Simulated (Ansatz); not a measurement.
# YN in Ansatz: convergence with scf exx energy threshold

The system is YN.

```
CELL_PARAMETERS angstrom
0.00000 2.43850 2.43850
2.43850 0.00000 2.43850
2.43850 2.43850 0.00000
ATOMIC_POSITIONS crystal
Y 0.00000 0.00000 0.00000
N 0.50000 0.50000 0.50000
```

- Program: Ansatz 0.2.0
- Task: convergence study
- Functional: HSE06
- Potentials or basis: Ansatz PAW
- Cutoff: 420 eV (not typed: the program's choice for these potentials)
- k mesh: 5 × 5 × 5
- Occupations: gaussian, width 0.1 eV
- Spin: no spin polarisation

These are the settings of the first run; the series varies scf exx energy threshold, with any setting tied to it.

Hardware: 2 threads of Intel(R) Xeon(R) Platinum 8375C CPU @ 2.90GHz (Ice Lake), with other jobs on the host.

```csv
scf exx energy threshold,"energy less the tightest run, at zero smearing (meV/atom)",SCF cycles,CPU time (s),peak memory (GiB)
0.01,0.00,13,13,0.66
0.001,0.00,13,12,0.66
0.0001,0.00,13,13,0.66
1e-05,0.00,11,12,0.66
1e-06,0.00,13,12,0.65
1e-07,0.00,13,12,0.66
```

Against the tightest run, the energy stays within 1 meV/atom from 0.01 on. The tightest run that finished is the yardstick and may itself not be fully converged.

Caveat, for the tightest run too: the k mesh is coarse (spacing up to 0.45 Å⁻¹), so the values aren't converged, least of all with exact exchange.
